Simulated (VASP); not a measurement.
# TiC: relaxation of cell and atoms with PBEsol

TiC:

```
Ti C
1.0
     0.00000    2.16572    2.16572
     2.16572    0.00000    2.16572
     2.16572    2.16572    0.00000
Ti C
1 1
Cartesian
  0.0000 0.0000 0.0000
  2.1657 2.1657 2.1657
```

The cell is a database's computed one.

```
Program                : VASP 6.6.1
Task                   : relaxation of cell and atoms
Functional             : PBEsol
Potentials or basis    : VASP PAW PBE potentials, release 64 (Ti_sv, C)
Cutoff                 : 600 eV
k mesh                 : 10 × 10 × 10
Occupations            : fermi-dirac, width 0.05 eV
Spin                   : no spin polarisation
Ladder                 : gaps
Further INCAR settings : ALGO = Fast; EDIFF = 1e-07; IBRION = 2; EDIFFG = -0.005; NSW = 60; ISIF = 3
```

| Quantity | Value |
| --- | --- |
| Relaxed volume | 9.90 Å³/atom |
| Relaxed cell | a = 3.037 Å, b = 3.037 Å, c = 3.037 Å, α = 60.00°, β = 60.00°, γ = 60.00° |
| Space group after relaxing (to 0.05 Å) | Fm-3m (No. 225) |
| Energy gained by relaxing | 5.4 meV/atom |
| Ionic steps | 3 |
| Pressure after relaxing | -0.1 GPa |
| Band gap on the k mesh | none (metal or under the smearing width) |

Step by step:
```tsv
step	energy change (eV)	largest force (eV/Å)	pressure (GPa)	volume (Å³)
1	0.0000	0.0000	-6.52	20.32
2	0.0093	0.0000	9.83	19.12
3	-0.0108	0.0000	-0.06	19.80
```

Final structure:
```yaml
crystal:
  lattice:
    - [0.00000, 2.14728, 2.14728]
    - [2.14728, 0.00000, 2.14728]
    - [2.14728, 2.14728, 0.00000]
  atoms:
    - { symbol: Ti, position: [0.00000, 0.00000, 0.00000] }
    - { symbol: C, position: [0.50000, 0.50000, 0.50000] }
```

Levels at points of the mesh, in eV from the Fermi level:
```
           k point  band 5  band 6  band 7  band 8  band 9  band 10  band 11  band 12
(0.00, 0.00, 0.00)  -12.53    0.62    0.62    0.62    1.69     1.69     1.69     1.73
(0.50, 0.00, 0.00)   -8.88   -6.04   -3.02   -3.02    2.97     2.97     4.22     8.42
(0.50, 0.50, 0.00)  -10.21   -3.50   -1.80   -0.05   -0.05     2.78     3.60     3.60
```

It took 57 s on 1 thread of Intel(R) Xeon(R) Platinum 8375C CPU @ 2.90GHz (Ice Lake) (shared host), peak memory 0.15 GiB.

Caveat: the PAW data sets were made with another functional, which shifts forces and pressure a little.
